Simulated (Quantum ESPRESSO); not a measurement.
# SnTe (Fm-3m) in Quantum ESPRESSO: further runs

Aim: see how the results for SnTe move with the level of theory and the settings. Levels: PBE, PBEsol, PBE+D2. Tasks: Wannier functions, phonons.

Everything below comes from runs of Quantum ESPRESSO 7.5. Logs are shortened: lines on timing, memory, paths and dates and some standing lists are left out, and cuts for length are marked.

**Measured values to compare with.**

From a printed reference work, textbook, for a bulk crystal of SnTe at 300 K: band gap 0.18 eV (direct).

The runs below are set against these values where they give the same quantity.

## Step 1: The structure

It takes space group Fm-3m (No. 225, cubic). The conventional cell has a = 6.302 Å, b = 6.302 Å, c = 6.302 Å, α = 90.00°, β = 90.00°, γ = 90.00°. Te (site symmetry m-3m) has 6 Sn at 3.15 Å as nearest neighbours. Around Sn (site symmetry m-3m) lie 6 Te at 3.15 Å.

## Step 2: Wannier functions, PBE

File pw.in:

```
&CONTROL
  calculation = 'scf'
  prefix = 'pwscf'
  outdir = './tmp'
  pseudo_dir = './pseudo'
  tprnfor = .true.
  tstress = .true.
  disk_io = 'low'
/
&SYSTEM
  ibrav = 0
  nat = 2
  ntyp = 2
  ecutwfc = 80
  nbnd = 22
  occupations = 'smearing'
  smearing = 'fd'
  degauss = 0.00367493
/
&ELECTRONS
  conv_thr = 4d-10
  electron_maxstep = 120
  mixing_beta = 0.5
/
ATOMIC_SPECIES
Te   127.6000 Te.upf
Sn   118.7100 Sn.upf
CELL_PARAMETERS angstrom
   0.0000000000    3.1508500000    3.1508500000
   3.1508500000    0.0000000000    3.1508500000
   3.1508500000    3.1508500000    0.0000000000
ATOMIC_POSITIONS crystal
Te     0.5000000000    0.5000000000    0.5000000000
Sn     0.0000000000    0.0000000000    0.0000000000
K_POINTS automatic
5 5 5 0 0 0
```

File nscf.in:

```
&CONTROL
  calculation = 'nscf'
  prefix = 'pwscf'
  outdir = './tmp'
  pseudo_dir = './pseudo'
  disk_io = 'low'
/
&SYSTEM
  ibrav = 0
  nat = 2
  ntyp = 2
  ecutwfc = 80
  nbnd = 26
  occupations = 'smearing'
  smearing = 'fd'
  degauss = 0.00367493
  nosym = .true.
  noinv = .true.
/
&ELECTRONS
  conv_thr = 1d-09
  electron_maxstep = 120
  mixing_beta = 0.5
  diago_full_acc = .true.
/
ATOMIC_SPECIES
Te   127.6000 Te.upf
Sn   118.7100 Sn.upf
CELL_PARAMETERS angstrom
   0.0000000000    3.1508500000    3.1508500000
   3.1508500000    0.0000000000    3.1508500000
   3.1508500000    3.1508500000    0.0000000000
ATOMIC_POSITIONS crystal
Te     0.5000000000    0.5000000000    0.5000000000
Sn     0.0000000000    0.0000000000    0.0000000000
K_POINTS crystal
64
  0.00000000   0.00000000   0.00000000 1.56250000e-02
  0.00000000   0.00000000   0.25000000 1.56250000e-02
  0.00000000   0.00000000   0.50000000 1.56250000e-02
  0.00000000   0.00000000   0.75000000 1.56250000e-02
  0.00000000   0.25000000   0.00000000 1.56250000e-02
  0.00000000   0.25000000   0.25000000 1.56250000e-02
[... 56 lines left out ...]
  0.75000000   0.75000000   0.50000000 1.56250000e-02
  0.75000000   0.75000000   0.75000000 1.56250000e-02
```

File pw2wan.in:

```
&INPUTPP
  prefix = 'pwscf'
  outdir = './tmp'
  seedname = 'w'
  write_mmn = .true.
  write_amn = .true.
  scdm_proj = .true.
  scdm_entanglement = 'erfc'
  scdm_mu = 13.54
  scdm_sigma = 1
/
```

File bands.in:

```
&CONTROL
  calculation = 'bands'
  prefix = 'pwscf'
  outdir = './tmp'
  pseudo_dir = './pseudo'
  disk_io = 'low'
/
&SYSTEM
  ibrav = 0
  nat = 2
  ntyp = 2
  ecutwfc = 80
  nbnd = 26
  occupations = 'smearing'
  smearing = 'fd'
  degauss = 0.00367493
/
&ELECTRONS
  conv_thr = 1d-08
  electron_maxstep = 120
  mixing_beta = 0.5
  diago_full_acc = .true.
/
ATOMIC_SPECIES
Te   127.6000 Te.upf
Sn   118.7100 Sn.upf
CELL_PARAMETERS angstrom
   0.0000000000    3.1508500000    3.1508500000
   3.1508500000    0.0000000000    3.1508500000
   3.1508500000    3.1508500000    0.0000000000
ATOMIC_POSITIONS crystal
Te     0.5000000000    0.5000000000    0.5000000000
Sn     0.0000000000    0.0000000000    0.0000000000
K_POINTS crystal
77
  0.00000000   0.00000000   0.00000000 1
  0.04166700   0.00000000   0.04166700 1
  0.08333300   0.00000000   0.08333300 1
  0.12500000   0.00000000   0.12500000 1
  0.16666700   0.00000000   0.16666700 1
  0.20833300   0.00000000   0.20833300 1
[... 69 lines left out ...]
  0.53125000   0.06250000   0.53125000 1
  0.50000000   0.00000000   0.50000000 1
```

File w.win:

```
num_wann = 8
num_bands = 16
auto_projections = true
dis_num_iter = 0
num_iter = 400
conv_tol = 1.0d-9
conv_window = 4
num_print_cycles = 40
fermi_energy = 10.0825
bands_plot = true
write_hr = true
mp_grid = 4 4 4
exclude_bands = 1-10
begin unit_cell_cart
ang
  0.0000000000   3.1508500000   3.1508500000
  3.1508500000   0.0000000000   3.1508500000
  3.1508500000   3.1508500000   0.0000000000
end unit_cell_cart
begin atoms_frac
Te   0.5000000000   0.5000000000   0.5000000000
Sn   0.0000000000   0.0000000000   0.0000000000
end atoms_frac
begin kpoint_path
G   0.0000000000   0.0000000000   0.0000000000  X   0.5000000000   0.0000000000   0.5000000000
X   0.5000000000   0.0000000000   0.5000000000  W   0.5000000000   0.2500000000   0.7500000000
W   0.5000000000   0.2500000000   0.7500000000  K   0.3750000000   0.3750000000   0.7500000000
K   0.3750000000   0.3750000000   0.7500000000  G   0.0000000000   0.0000000000   0.0000000000
G   0.0000000000   0.0000000000   0.0000000000  L   0.5000000000   0.5000000000   0.5000000000
L   0.5000000000   0.5000000000   0.5000000000  U   0.6250000000   0.2500000000   0.6250000000
U   0.6250000000   0.2500000000   0.6250000000  W   0.5000000000   0.2500000000   0.7500000000
W   0.5000000000   0.2500000000   0.7500000000  L   0.5000000000   0.5000000000   0.5000000000
L   0.5000000000   0.5000000000   0.5000000000  K   0.3750000000   0.3750000000   0.7500000000
U   0.6250000000   0.2500000000   0.6250000000  X   0.5000000000   0.0000000000   0.5000000000
end kpoint_path
bands_num_points = 12
begin kpoints
  0.00000000   0.00000000   0.00000000
  0.00000000   0.00000000   0.25000000
  0.00000000   0.00000000   0.50000000
  0.00000000   0.00000000   0.75000000
  0.00000000   0.25000000   0.00000000
  0.00000000   0.25000000   0.25000000
[... 56 lines left out ...]
  0.75000000   0.75000000   0.50000000
  0.75000000   0.75000000   0.75000000
end kpoints
```

Potentials or basis: PseudoDojo 0.4.1 SR PBE standard.

The run is started by

```console
$ OMP_NUM_THREADS=1 pw.x -in pw.in > pw.out
$ OMP_NUM_THREADS=1 pw.x -in nscf.in > nscf.out
$ wannier90.x -pp w
$ OMP_NUM_THREADS=1 pw2wannier90.x -in pw2wan.in > pw2wan.out
$ wannier90.x w
$ OMP_NUM_THREADS=1 pw.x -in bands.in > bands.out
```

pw.out:

```text
This program is part of the open-source Quantum ESPRESSO suite
     for quantum simulation of materials; please cite
         "P. Giannozzi et al., J. Phys.:Condens. Matter 21 395502 (2009);
         "P. Giannozzi et al., J. Phys.:Condens. Matter 29 465901 (2017);
         "P. Giannozzi et al., J. Chem. Phys. 152 154105 (2020);
     in publications or presentations arising from this work. More details at

     Message from routine setup:
     using ibrav=0 with symmetry is DISCOURAGED, use correct ibrav instead

     G-vector sticks info
     --------------------
     sticks:   dense  smooth     PW     G-vecs:    dense   smooth      PW
     Sum        1555    1555    439                40821    40821    6231

     Using Slab Decomposition

     bravais-lattice index     =            0
     lattice parameter (alat)  =       8.4206  a.u.
     unit-cell volume          =     422.1918 (a.u.)^3
     number of atoms/cell      =            2
     number of atomic types    =            2
     number of electrons       =        30.00
     number of Kohn-Sham states=           22
     kinetic-energy cutoff     =      80.0000  Ry
     charge density cutoff     =     320.0000  Ry
     scf convergence threshold =      4.0E-10
     mixing beta               =       0.5000
     number of iterations used =            8  plain     mixing
     Exchange-correlation= PBE
                           (   1   4   3   4   0   0   0)

     celldm(1)=   8.420572  celldm(2)=   0.000000  celldm(3)=   0.000000
     celldm(4)=   0.000000  celldm(5)=   0.000000  celldm(6)=   0.000000

     crystal axes: (cart. coord. in units of alat)
               a(1) = (   0.000000   0.707107   0.707107 )
               a(2) = (   0.707107   0.000000   0.707107 )
               a(3) = (   0.707107   0.707107   0.000000 )

     reciprocal axes: (cart. coord. in units 2 pi/alat)
               b(1) = ( -0.707107  0.707107  0.707107 )
               b(2) = (  0.707107 -0.707107  0.707107 )
               b(3) = (  0.707107  0.707107 -0.707107 )

     PseudoPot. # 1 for Te read from file:
     Te.upf
     Pseudo is Norm-conserving + core correction, Zval = 16.0
     Generated using ONCVPSP code by D. R. Hamann
     Using radial grid of 1294 points,  6 beta functions with:
                l(1) =   0
                l(2) =   0
                l(3) =   1
                l(4) =   1
                l(5) =   2
                l(6) =   2

     PseudoPot. # 2 for Sn read from file:
     Sn.upf
     Pseudo is Norm-conserving + core correction, Zval = 14.0
     Generated using ONCVPSP code by D. R. Hamann
     Using radial grid of 1628 points,  6 beta functions with:
                l(1) =   0
                l(2) =   0
                l(3) =   1
                l(4) =   1
                l(5) =   2
                l(6) =   2

     atomic species   valence    mass     pseudopotential
     Te               16.00   127.60000     Te( 1.00)
     Sn               14.00   118.71000     Sn( 1.00)

     48 Sym. Ops., with inversion, found

   Cartesian axes

     site n.     atom                  positions (alat units)
         1        Te     tau(   1) = (   0.7071068   0.7071068   0.7071068  )
         2        Sn     tau(   2) = (   0.0000000   0.0000000   0.0000000  )

     number of k points=    10  Fermi-Dirac smearing, width (Ry)=  0.0037
                       cart. coord. in units 2pi/alat
        k(    1) = (   0.0000000   0.0000000   0.0000000), wk =   0.0160000
        k(    2) = (   0.1414214   0.1414214  -0.1414214), wk =   0.1280000
        k(    3) = (   0.2828427   0.2828427  -0.2828427), wk =   0.1280000
        k(    4) = (   0.2828427  -0.0000000   0.0000000), wk =   0.0960000
        k(    5) = (   0.4242641   0.1414214  -0.1414214), wk =   0.3840000
        k(    6) = (  -0.1414214  -0.4242641   0.4242641), wk =   0.3840000
        k(    7) = (   0.0000000  -0.2828427   0.2828427), wk =   0.1920000
        k(    8) = (   0.5656854  -0.0000000   0.0000000), wk =   0.0960000
        k(    9) = (   0.0000000  -0.5656854   0.5656854), wk =   0.1920000
        k(   10) = (  -0.1414214  -0.4242641   0.7071068), wk =   0.3840000

     Dense  grid:    40821 G-vectors     FFT dimensions: (  48,  48,  48)

     Initial potential from superposition of free atoms

     starting charge      29.9983, renormalised to      30.0000
     Starting wfcs are   18 randomized atomic wfcs +    4 random wfcs

     Self-consistent Calculation

     iteration #  1     ecut=    80.00 Ry     beta= 0.50
     Davidson diagonalization with overlap
     ethr =  1.00E-02,  avg # of iterations =  4.9

     Threshold (ethr) on eigenvalues was too large:
     Diagonalizing with lowered threshold

     Davidson diagonalization with overlap
     ethr =  5.59E-05,  avg # of iterations =  4.9

     total energy              =    -367.37040938 Ry
     estimated scf accuracy    <       0.01662672 Ry

     iteration #  2     ecut=    80.00 Ry     beta= 0.50
     Davidson diagonalization with overlap
     ethr =  5.54E-05,  avg # of iterations =  2.0
[... 36 lines left out ...]
     total energy              =    -367.37411439 Ry
     estimated scf accuracy    <          1.4E-09 Ry

     iteration #  8     ecut=    80.00 Ry     beta= 0.50
     Davidson diagonalization with overlap
     ethr =  4.69E-12,  avg # of iterations =  2.0

     End of self-consistent calculation

          k = 0.0000 0.0000 0.0000 (  5029 PWs)   bands (ev):

   -27.1532 -27.1532 -27.1499 -27.1499 -27.1499 -11.9638 -11.9638 -11.9603
   -11.9603 -11.9603  -2.8513   5.2673   7.8202   7.8202   7.8202  13.3378
    13.3378  13.3378  14.7366  14.7366  14.7366  16.8776

          k = 0.1414 0.1414-0.1414 (  5071 PWs)   bands (ev):

   -27.1531 -27.1531 -27.1498 -27.1497 -27.1497 -11.9658 -11.9658 -11.9598
   -11.9581 -11.9581  -2.5227   3.8051   7.8821   7.8821   8.7507  11.9718
    11.9718  12.0361  14.8619  15.5475  15.5475  19.0345
[... 13 lines left out ...]
          k = 0.4243 0.1414-0.1414 (  5106 PWs)   bands (ev):

   -27.1533 -27.1529 -27.1499 -27.1492 -27.1491 -11.9737 -11.9641 -11.9607
   -11.9543 -11.9530  -1.7948   2.6618   6.7963   6.9841   7.6978  12.2367
    12.6996  13.0511  13.9446  18.4751  18.7984  19.6984

          k =-0.1414-0.4243 0.4243 (  5115 PWs)   bands (ev):

   -27.1532 -27.1529 -27.1495 -27.1493 -27.1491 -11.9723 -11.9677 -11.9575
   -11.9547 -11.9530  -1.4340   1.9574   6.0434   7.5187   8.3847  11.3304
    11.5390  13.6431  16.2705  17.0660  17.6998  20.5845

          k = 0.0000-0.2828 0.2828 (  5090 PWs)   bands (ev):

   -27.1531 -27.1531 -27.1496 -27.1495 -27.1494 -11.9684 -11.9675 -11.9588
   -11.9565 -11.9550  -2.0366   2.8434   6.4079   8.3095   9.6219  10.5430
    10.6517  13.6916  15.3369  15.8107  18.1453  18.5875
[... 7 lines left out ...]
          k = 0.0000-0.5657 0.5657 (  5090 PWs)   bands (ev):

   -27.1535 -27.1527 -27.1500 -27.1489 -27.1488 -11.9789 -11.9620 -11.9616
   -11.9515 -11.9506  -1.2335   2.7656   4.6372   6.5370   6.9502  13.0170
    13.4994  14.0713  15.7873  18.6392  19.0504  20.9963

          k =-0.1414-0.4243 0.7071 (  5116 PWs)   bands (ev):

   -27.1533 -27.1528 -27.1497 -27.1492 -27.1488 -11.9757 -11.9646 -11.9591
   -11.9547 -11.9508  -1.3215   2.4672   5.5387   5.6223   8.7246  11.1160
    13.9487  14.3751  15.4046  16.8629  19.7588  19.7876

     the Fermi energy is    10.0662 ev

!    total energy              =    -367.37411440 Ry
     estimated scf accuracy    <          5.8E-11 Ry
     smearing contrib. (-TS)   =      -0.00000300 Ry
     internal energy E=F+TS    =    -367.37411140 Ry

     The total energy is F=E-TS. E is the sum of the following terms:
     one-electron contribution =    -147.85209212 Ry
     hartree contribution      =      88.84011623 Ry
     xc contribution           =     -93.34254787 Ry
     ewald contribution        =    -215.01958764 Ry

     convergence has been achieved in   8 iterations

     Forces acting on atoms (cartesian axes, Ry/au):

     atom    1 type  1   force =    -0.00000000   -0.00000000    0.00000000
     atom    2 type  2   force =     0.00000000   -0.00000000   -0.00000000

     Total force =     0.000000     Total SCF correction =     0.000000

     Computing stress (Cartesian axis) and pressure

          total   stress  (Ry/bohr**3)                   (kbar)     P=       22.71
   0.00015439   0.00000000  -0.00000000           22.71        0.00       -0.00
   0.00000000   0.00015439   0.00000000            0.00       22.71        0.00
  -0.00000000   0.00000000   0.00015439           -0.00        0.00       22.71

=------------------------------------------------------------------------------=
   JOB DONE.
=------------------------------------------------------------------------------=
```

Run time: 3.7 min. Hardware: 1 thread of Arm Neoverse V1, shared host; peak memory 0.2 GiB.

Results:

```yaml
Free_energy: -4998.3795 eV
Pressure: 2.3 GPa
Band_gap_along_the_path: 0.10 eV, direct
Total_Wannier_spread: 21.43 Å² over 8 functions
RMS_miss_of_the_Wannier_bands: 0.078 eV
```

Levels at the corners of the path, in eV from the Fermi level:
```csv
point,band 11,band 12,band 13,band 14,band 15,band 16,band 17,band 18,band 19,band 20
Γ,-12.92,-4.80,-2.25,-2.25,-2.25,3.27,3.27,3.27,4.67,4.67
X,-11.34,-6.58,-5.69,-3.85,-3.85,2.08,4.83,4.83,6.27,9.04
W,-11.25,-7.48,-4.94,-4.94,-0.93,0.74,4.54,4.54,5.99,5.99
K,-11.30,-7.53,-5.29,-3.35,-2.82,2.92,2.98,4.12,5.46,8.06
Γ,-12.92,-4.80,-2.25,-2.25,-2.25,3.27,3.27,3.27,4.67,4.67
L,-11.64,-8.44,-1.92,-1.92,-0.10,0.00,0.26,0.26,7.71,8.75
U,-11.30,-7.53,-5.29,-3.35,-2.82,2.92,2.98,4.12,5.46,8.06
W,-11.25,-7.48,-4.94,-4.94,-0.93,0.74,4.54,4.54,5.99,5.99
L,-11.64,-8.44,-1.92,-1.92,-0.10,0.00,0.26,0.26,7.71,8.75
K,-11.30,-7.53,-5.29,-3.35,-2.82,2.92,2.98,4.12,5.46,8.06
U,-11.30,-7.53,-5.29,-3.35,-2.82,2.92,2.98,4.12,5.46,8.06
X,-11.34,-6.58,-5.69,-3.85,-3.85,2.08,4.83,4.83,6.27,9.04
```

Wannier functions:
| function | nearest atom | distance (Å) | spread (Å²) | on-site energy from the reference level (eV) |
| --- | --- | --- | --- | --- |
| 1 | 1 Te | 0.56 | 2.54 | -3.09 |
| 2 | 1 Te | 0.65 | 2.06 | -4.34 |
| 3 | 1 Te | 0.59 | 2.40 | -3.48 |
| 4 | 1 Te | 0.59 | 2.36 | -3.46 |
| 5 | 2 Sn | 0.70 | 3.04 | -1.48 |
| 6 | 2 Sn | 0.74 | 2.93 | -1.60 |
| 7 | 2 Sn | 0.75 | 3.02 | -1.43 |
| 8 | 2 Sn | 0.72 | 3.09 | -1.32 |

Parts of the spread (Å²): invariant 16.14, diagonal 0.090, off-diagonal 5.19, total 21.43. Against the direct bands the interpolation misses by 78 meV (root mean square) and 301 meV at most, for states up to 1 eV over the reference level.

Caveat: this odd mesh misses L, where the gap lies, so gap, dielectric constants and Born charges aren't listed; spin-orbit coupling is left out, which moves the levels of the heavy elements.

[end of part 1 of 2]
